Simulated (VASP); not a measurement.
The system is KI.

```
K I
1.0
     0.00000    3.53277    3.53277
     3.53277    0.00000    3.53277
     3.53277    3.53277    0.00000
K I
1 1
Direct
  0.00000 0.00000 0.00000
  0.50000 0.50000 0.50000
```

Base run:

* Program: VASP 6.6.1
* Functional: PBE
* Potentials or basis: VASP PAW PBE potentials, release 64 (K_sv, I)
* Cutoff: 520 eV
* k mesh: 6 × 6 × 6
* Occupations: fermi-dirac, width 0.02 eV
* Spin: no spin polarisation

Its results: band gap on the k mesh 3.96 eV, direct; pressure 0.6 GPa.

Question: The run is repeated on the same cell with these changes: functional from PBE to PBEsol; cutoff from 520 eV to 600 eV. What comes out?

Answer: Band gap on the k mesh 3.81 eV, direct; pressure -0.2 GPa.

PBEsol binds more tightly than PBE, so the same cell stands under less pressure.

Caveats: spin-orbit coupling is left out, which moves the levels of the heavy elements; the PAW data sets were made with another functional, which shifts forces and pressure a little (some runs).

A k mesh can miss the band edges.

Not every run made on this cell is shown here.
